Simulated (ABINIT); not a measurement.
Runs of ABINIT 10.8.3 (patched build) on Cu3Au (Auricupride). It takes space group Pm-3m (No. 221, cubic). Conventional cell: a = 3.740 Å, b = 3.740 Å, c = 3.740 Å, α = 90.00°, β = 90.00°, γ = 90.00°. Around Au (site symmetry m-3m) lie 12 Cu at 2.64 Å. Cu (site symmetry 4/mmm) has 4 Au at 2.64 Å and 8 Cu at 2.64 Å as nearest neighbours. 

```csv
task,level,potentials or basis,k mesh,cutoff (eV),fine-grid cutoff,mesh quality,gap on the mesh (eV),pressure (GPa)
band structure,rPW86PBE,JTH PAW PBE v2.0,7 × 7 × 7,707,1306.15 eV,not flagged,none,(a)
band structure,RPBE,JTH PAW PBE v2.0,7 × 7 × 7,707,1306.15 eV,not flagged,none,9.2
single point,PBE,JTH PAW PBE v2.0,3 × 3 × 3,680,1278.94 eV,coarse,none,-
single point,LDA,JTH PAW LDA v2.0,4 × 4 × 4,680,1278.94 eV,coarse,none,-
single point,PBE,JTH PAW PBE v2.0,9 × 9 × 9,707,1306.15 eV,not flagged,none,5.1
```

Alike in all rows: no spin polarisation; cell as given; smearing fermi-dirac 0.05 eV.

Problem. Estimate the missing entries.

Solution. (a) 14.0.

Caveats: some runs use coarse meshes; the PAW data sets were made with another functional, which shifts forces and pressure a little (some runs); spin-orbit coupling is left out, which moves the levels of the heavy elements (some runs).

A k mesh can miss the band edges, and the runs leave out spin-orbit coupling on Au.

A gap of «none» marks a metal or a gap under the smearing width.
